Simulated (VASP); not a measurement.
# VASP 6.6.1 run: CdF2

INCAR

```
LDAUL = 2 -1
LCHARG = .FALSE.
NBANDS = 20
LWAVE = .FALSE.
NSW = 0
PREC = Accurate
LDAU = .TRUE.
LMAXMIX = 4
SIGMA = 0.02
IBRION = -1
EDIFF = 0.0001
LDAUU = 4.0 0
NELM = 120
LDAUTYPE = 2
ENCUT = 520
LASPH = .TRUE.
LDAUJ = 0 0
ISMEAR = -1
ISIF = 2
LREAL = .FALSE.
METAGGA = MS2
```

KPOINTS

```
KPOINTS created by Atomic Simulation Environment
0
Gamma
8 8 8
0 0 0
```

POSCAR

```
Cd F
 1.0000000000000000
     0.0000000000000000    2.6941776810000002    2.6941776810000002
     2.6807067926000001    0.0000000000000000    2.6941776810000002
     2.6807067926000001    2.6941776810000002    0.0000000000000000
 Cd  F
   1   2
Cartesian
  0.0000000000000000  0.0000000000000000  0.0000000000000000
  1.3403533963000001  1.3470888405000001  1.3470888405000001
  4.0210601888999999  4.0412665215000008  4.0412665215000008
```

The recommended PBE PAW datasets give the neutral cell 26 valence electrons.

Command

```
mpirun -np 1 vasp_std
```

OSZICAR

```
N       E                     dE             d eps       ncg     rms          rms(c)
DAV:   1     0.171373396067E+03    0.17137E+03   -0.15042E+04  2528   0.127E+03
DAV:   2    -0.220647243077E+02   -0.19344E+03   -0.18670E+03  2596   0.325E+02
DAV:   3    -0.303680213940E+02   -0.83033E+01   -0.82857E+01  2700   0.791E+01
DAV:   4    -0.303917015477E+02   -0.23680E-01   -0.23679E-01  2600   0.443E+00
DAV:   5    -0.303917442650E+02   -0.42717E-04   -0.42717E-04  2660   0.175E-01    0.221E+01
DAV:   6    -0.129295813012E+02    0.17462E+02   -0.34884E+01  2408   0.994E+01    0.119E+01
DAV:   7    -0.126871862771E+02    0.24240E+00   -0.27065E+00  2420   0.174E+01    0.422E+00
DAV:   8    -0.126706320580E+02    0.16554E-01   -0.18029E-01  2624   0.596E+00    0.179E+00
DAV:   9    -0.126662301881E+02    0.44019E-02   -0.61180E-02  2452   0.275E+00    0.582E-01
DAV:  10    -0.126714138919E+02   -0.51837E-02   -0.17389E-02  2408   0.133E+00    0.354E-01
DAV:  11    -0.126709574934E+02    0.45640E-03   -0.15709E-03  2524   0.432E-01    0.194E-01
DAV:  12    -0.126708672557E+02    0.90238E-04   -0.10764E-03  2440   0.397E-01    0.622E-02
DAV:  13    -0.126710462558E+02   -0.17900E-03   -0.43827E-04  2456   0.232E-01    0.552E-02
DAV:  14    -0.126709856006E+02    0.60655E-04   -0.83781E-05  1376   0.114E-01
   1 F= -.12670986E+02 E0= -.12670986E+02  d E =-.440080E-13
```

From OUTCAR

```
k-points           NKPTS =     59   k-points in BZ     NKDIM =     59   number of bands    NBANDS=     20

   NELECT =      26.0000    total number of electrons

   dimension x,y,z NGX =    28 NGY =   28 NGZ =   28
   dimension x,y,z NGXF=    56 NGYF=   56 NGZF=   56

  energy-cutoff  :      520.00
  volume of cell :       38.92
      direct lattice vectors                 reciprocal lattice vectors
     0.000000000  2.694177681  2.694177681    -0.186517974  0.185585384  0.185585384
     2.680706793  0.000000000  2.694177681     0.186517974 -0.185585384  0.185585384
     2.680706793  2.694177681  0.000000000     0.186517974  0.185585384 -0.185585384

 k-points in reciprocal lattice and weights: KPOINTS created by Atomic Simulation Env
   0.00000000  0.00000000  0.00000000       0.002
   0.12500000 -0.00000000 -0.00000000       0.016
   0.25000000 -0.00000000 -0.00000000       0.016
   0.37500000  0.00000000  0.00000000       0.016
   0.50000000 -0.00000000 -0.00000000       0.008
   0.12500000  0.12500000  0.00000000       0.008
   0.25000000  0.12500000 -0.00000000       0.031
   0.37500000  0.12500000  0.00000000       0.031
   ...

 E-fermi :  -1.2899

 k-point     1 :       0.0000    0.0000    0.0000
  band No.  band energies     occupation
      1     -23.9689      2.00000
      2     -22.9600      2.00000
      3      -8.6596      2.00000
      4      -8.6596      2.00000
      5      -8.6561      2.00000
      6      -7.7209      2.00000
      7      -7.7194      2.00000
      8      -2.6603      2.00000
      9      -2.6602      2.00000
     10      -2.6471      2.00000
     11      -2.6292      2.00000
     12      -2.6291      2.00000
     13      -2.6180      2.00000
     14       1.7919      0.00000
     15      11.4991      0.00000
     16      11.5127      0.00000
     17      11.5127      0.00000
     18      16.2550      0.00000
     19      17.9463      0.00000
     20      18.0636      0.00000

 k-point     2 :       0.1250   -0.0000   -0.0000
  band No.  band energies     occupation
      1     -23.9239      2.00000
      2     -23.0023      2.00000
      3      -8.6126      2.00000
      4      -8.6099      2.00000
      5      -8.5153      2.00000
      6      -7.7307      2.00000
      7      -7.7296      2.00000
      8      -3.1946      2.00000
      9      -2.8551      2.00000
     10      -2.8459      2.00000
     11      -2.6189      2.00000
     12      -2.5222      2.00000
     13      -2.5138      2.00000
     14       2.3688      0.00000
     15      10.7664      0.00000
     16      11.7428      0.00000
     17      11.7484      0.00000
     18      17.3077      0.00000
     19      17.6522      0.00000
     20      17.7616      0.00000

 k-point     3 :       0.2500   -0.0000   -0.0000
  band No.  band energies     occupation
      1     -23.8032      2.00000
      2     -23.1172      2.00000
      3      -8.5076      2.00000
      4      -8.5037      2.00000
      5      -8.1500      2.00000
      6      -7.7366      2.00000
      7      -7.7361      2.00000
      8      -3.8756      2.00000
      9      -3.1398      2.00000
     10      -3.1307      2.00000
     11      -3.0634      2.00000
     12      -2.4587      2.00000
     13      -2.4526      2.00000
     14       3.6935      0.00000
     15       9.5612      0.00000
     16      12.3649      0.00000
     17      12.3703      0.00000
     18      17.1031      0.00000
     19      17.1943      0.00000
     20      18.3136      0.00000

 ...

  Total       -0.0161666     -0.1602338     -0.1602338      0.0000000      0.0000000      0.0000000
  in kB       -0.6655772     -6.5967936     -6.5967936      0.0000000      0.0000000      0.0000000
  external PRESSURE =      -4.6197215 kB  Pullay stress =       0.0000000 kB

 POSITION                                       TOTAL-FORCE (eV/Angst)
 -----------------------------------------------------------------------------------
      0.00000      0.00000      0.00000        -0.000000     -0.000000      0.000000
      1.34035      1.34709      1.34709         0.000000     -0.000000     -0.000000
      4.02106      4.04127      4.04127        -0.000000      0.000000      0.000000
 -----------------------------------------------------------------------------------
    total drift:                                0.000000      0.000000      0.000000

  FREE ENERGIE OF THE ION-ELECTRON SYSTEM (eV)
  ---------------------------------------------------
  free  energy   TOTEN  =       -12.6709856006 eV

  energy  without entropy=      -12.6709856006  energy(sigma->0) =      -12.67098560
```

It converged. Results: gap between bands v and c on the k mesh 3.61 eV; least direct gap on the k mesh 4.41 eV; pressure -0.5 GPa. Band v is the last that the valence electrons fill when counted band by band, and c is the next.

For comparison, a separate PBE run of the intended cell, on usual settings and not on those above, gives a gap of 3.08 eV on its mesh and a pressure of 6.8 GPa.

The run above took about 1.8 min on one core of a shared host (Intel Xeon Platinum 8488C) and held 0.19 GiB at most.
